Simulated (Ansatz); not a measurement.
Runs of Ansatz 0.2.0 on KF (Carobbiite). Symmetry: Fm-3m, No. 225, cubic system. The conventional cell has a = 5.344 Å, b = 5.344 Å, c = 5.344 Å, α = 90.00°, β = 90.00°, γ = 90.00°. Around K (site symmetry m-3m) lie 6 F at 2.67 Å. Around F (site symmetry m-3m) lie 6 K at 2.67 Å. 

```tsv
task	level	potentials or basis	spin	cell	k mesh	cutoff (eV)	smearing	temperature	other keys	mesh quality	gap on the mesh (eV)	pressure (GPa)
single point	m-r2SCAN+D4	JTH PAW LDA	off	volume scaled by 1.04	9 × 9 × 9	1500	tetrahedron	-	scf.occupations.width = left out; scf.occupations.method = tetrahedron	not flagged	6.63	-1.7
atomic charges	revPBE+D4	Ansatz NC	off	as given	9 × 9 × 9	1320	fixed	-	-	not flagged	(b)	2.5
ladder of functionals	LDA	JTH PAW	off	as given	9 × 9 × 9	1500	gaussian 0.025 eV	-	-	not flagged	5.80	(a)
Born charges and dielectric tensor	PBE	PseudoDojo standard (PBEsol files)	off	as given	9 × 9 × 9	1143	fixed	-	-	not flagged	6.22	-
electrostatic potential	BLYP+D3(BJ)	Ansatz PAW earlier set	non-collinear, program default start	as given	9 × 9 × 9	1300	fermi-dirac 0.05 eV	-	-	not flagged	6.22	-0.9
projected density of states	PBEsol0	Ansatz PAW	off	volume scaled by 1.04	6 × 6 × 6	420	cold 0.05 eV	-	-	not flagged	8.64	-2.2
```

Estimate the missing entries.

(a) -3.3; (b) 6.49.

Caveats: odd divisions of the mesh miss points on the zone boundary, where band edges often lie, so the gap on the mesh can be too wide (some runs); the potentials were made for another functional, which shifts forces and pressure (some runs); the PAW data sets come from PBE, with cores solved anew for the run's functional, which leaves a small shift of forces and pressure (some runs); with tetrahedron occupations forces and stress needn't match the slope of the energy (some runs); the thresholds are loose for stress (some runs).

A k mesh can miss the band edges.
